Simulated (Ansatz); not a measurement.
Runs of Ansatz 0.2.0 on H. The structure is tetragonal, space group I4/mmm (No. 139). The conventional cell has a = 3.383 Å, b = 3.383 Å, c = 4.117 Å, α = 90.00°, β = 90.00°, γ = 90.00°. H (site symmetry 4mm) is surrounded by 1 H at 0.74 Å. 

| task | level | potentials or basis | spin | cell | k mesh | cutoff (eV) | smearing | driver | eos | points for each segment of the path | mesh quality | gap on the mesh (eV) | pressure (GPa) | largest force (eV/Å) |
| --- | --- | --- | --- | --- | --- | --- | --- | --- | --- | --- | --- | --- | --- | --- |
| electron localisation function | B3LYP | Ansatz NC | off | as given | 7 × 7 × 7 | 980 | fermi-dirac 0.05 eV | chain | - | - | not flagged | (b) | - | 0.04 |
| density of states | r2SCAN+D3(BJ) | Ansatz PAW | off | as given | 11 × 11 × 11 | 500 | tetrahedron | - | - | - | not flagged | 9.77 | (a) | - |
| relaxation of cell and atoms | PBEsol | Ansatz PAW | off | relaxed from: atoms moved at random, drawn with an rms of 0.15 Å | 10 × 10 × 11 | 420 | gaussian 0.1 eV | - | - | - | not flagged | 8.91 | 0.0 | - |
| band structure | r2SCANh+D3(BJ)+ATM | Ansatz PAW accurate | off | as given | 6 × 6 × 6 | 1000 | gaussian 0.15 eV | chain | - | 4 | coarse | 10.46 | - | 0.05 |
| electron localisation function | BLYP+D3(BJ)+ATM | PseudoDojo standard (PBEsol files) | collinear, antiferromagnetic start | as given | 11 × 11 × 11 | 980 | fermi-dirac 0.15 eV | - | - | - | not flagged | 9.14 | (c) | 0.06 |
| electrostatic potential | r2SCANh+D3(BJ) | Ansatz PAW | off | as given | 6 × 6 × 6 | 500 | fixed | - | - | - | coarse | 10.46 | - | 0.04 |
| single point | LDA | Ansatz PAW | off | as given | 11 × 11 × 11 | 420 | gaussian 0.02 eV | - | - | - | not flagged | 8.42 | 0.9 | 0.96 |

Q: Estimate the missing entries.

A: (a) 0.1; (b) 11.12; (c) 0.3.

Caveats: some runs use coarse meshes; odd divisions of the mesh miss points on the zone boundary, where band edges often lie, so the gap on the mesh can be too wide (some runs); the PAW data sets come from PBE, with cores solved anew for the run's functional, which leaves a small shift of forces and pressure (some runs); the potentials were made for another functional, which shifts forces and pressure (some runs); the plane-wave basis is chosen anew once the cell has moved, so the energies of steps on either side of that aren't comparable (some runs).

A k mesh can miss the band edges.

Not every run made on this cell is shown here.
